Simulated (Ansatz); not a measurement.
# TiSe2: a single-point run

Wanted: a converged single-point run for TiSe2, and a check of what comes out. The structure is shown as the input types it.

A COD entry behind a cell of this session may itself be a prediction, so a difference from it is no test against experiment.

Program: Ansatz 0.2.0. Level of theory: density functional or hybrid calculation with the settings of its input, plane waves (as first typed). These are calculated values, not measurements.

8 further runs of the same task are left out: 1 for a known fault of the program, 7 that didn't finish.

## (1) The structure to begin with

Symmetry: P-3m1, No. 164, trigonal system. Conventional cell: a = 3.542 Å, b = 3.542 Å, c = 6.092 Å, α = 90.00°, β = 90.00°, γ = 120.00°. Around Ti (site symmetry -3m) lie 6 Se at 2.55 Å. Se (site symmetry 3m) is surrounded by 3 Ti at 2.55 Å.

Structure file:

```
CELL_PARAMETERS angstrom
3.54203 0.00000 0.00000
-1.77101 3.06748 0.00000
0.00000 0.00000 6.09151
ATOMIC_POSITIONS crystal
Ti 0.00000 0.00000 0.00000
Se 0.33333 0.66667 0.24987
Se 0.66667 0.33333 0.75013
```

## (2) Input and run

Input file input.yaml:

```yaml
crystal:
  lattice:
    - [3.5420251837, 0.0, 0.0]
    - [-1.7710125918, 3.0674837899, 0.0]
    - [0.0, 0.0, 6.0915063573]
  atoms:
    - { symbol: Ti, position: [0.0, 0.0, 0.0] }
    - { symbol: Se, position: [0.3333333333, 0.6666666667, 0.2498693024] }
    - { symbol: Se, position: [0.6666666667, 0.3333333333, 0.7501306976] }
kpoints:
  mp_grid: { grid: [6, 6, 4] }
hamiltonian:
  xc: pbe
scf:
  occupations: { method: fermi_dirac, width: 0.02 }
  n_extra_bands: 4
  mixing: { beta: 0.005 }
  max_iter: 52
output:
  forces: true
  stress: true
  eigenvalues: true
```

Command:

```
$ ansatz run input.yaml --threads 4 --pin off --max-ram 3686MiB --backend cpu --events-out ev --progress --plain --runs-dir out
```

What happens when this is run?

The program finished normally. Convergence says nothing about whether the input makes sense.

Look at the input: scf.mixing.beta is 0.005. The risk: mixing too weak. Here it converged all the same; such a setting changes the road, not the converged state.

To check: delete scf.mixing.beta (the default then holds).
